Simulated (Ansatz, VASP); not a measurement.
One calculation of Al, two programs

```
CELL_PARAMETERS angstrom
0.00000 2.03235 2.03235
2.03235 0.00000 2.03235
2.03235 2.03235 0.00000
ATOMIC_POSITIONS crystal
Al 0.00000 0.00000 0.00000
```

Alike in both runs: functional RPBE; k mesh 13 × 13 × 13; occupations fermi-dirac, width 0.1 eV; no spin polarisation.

Ansatz relaxed the structure, and its values are those at the end. VASP's run is a single point on that final structure, the one shown.

```csv
,VASP,Ansatz
version,VASP 6.6.1,Ansatz 0.2.0
potentials or method,"VASP PAW PBE potentials, release 64 (Al)","plane waves (420 eV) with PAW, scalar-relativistic"
plane-wave cutoff (eV),520,420
valence electrons in the cell,3,3
```

Ansatz gave:

```
pressure (GPa) : 0.0
```

Task: Estimate VASP's values.

Result: Pressure (GPa): -0.2.

Caveats: the PAW data sets were made with another functional, which shifts forces and pressure a little (VASP).
